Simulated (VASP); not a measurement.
The system is HgSe.

```
Hg Se
1.0
     0.00000    3.03900    3.03900
     3.03900    0.00000    3.03900
     3.03900    3.03900    0.00000
Hg Se
1 1
Cartesian
  0.0000 0.0000 0.0000
  4.5585 4.5585 4.5585
```

```yaml
Program: VASP 6.6.1
Task: relaxation of cell and atoms
Functional: PBE
Potentials_or_basis: VASP PAW PBE potentials, release 54 (Hg, Se)
Cutoff: 600 eV
k_mesh: 8 × 8 × 8
Occupations: fermi-dirac, width 0.05 eV
Spin: no spin polarisation
```

At the start: pressure 5.1 GPa; volume 28.07 Å³/atom.

Q: How do energy, volume and symmetry change on relaxing?

A: Over 3 steps the energy falls by 39.4 meV/atom and the volume is 30.80 Å³/atom (+9.7 %); space group F-43m (No. 216, to 0.05 Å).

Step by step:
```csv
step,energy change (eV),largest force (eV/Å),pressure (GPa),volume (Å³)
1,0.0000,0.0000,5.05,56.13
2,-0.0707,0.0000,-1.26,63.63
3,-0.0788,0.0000,0.02,61.60
```

Final structure:
```xyz
2
Lattice="0.0000 3.1346 3.1346 3.1346 0.0000 3.1346 3.1346 3.1346 0.0000" Properties=species:S:1:pos:R:3 pbc="T T T"
Hg    0.0000    0.0000    0.0000
Se    4.7020    4.7020    4.7020
```
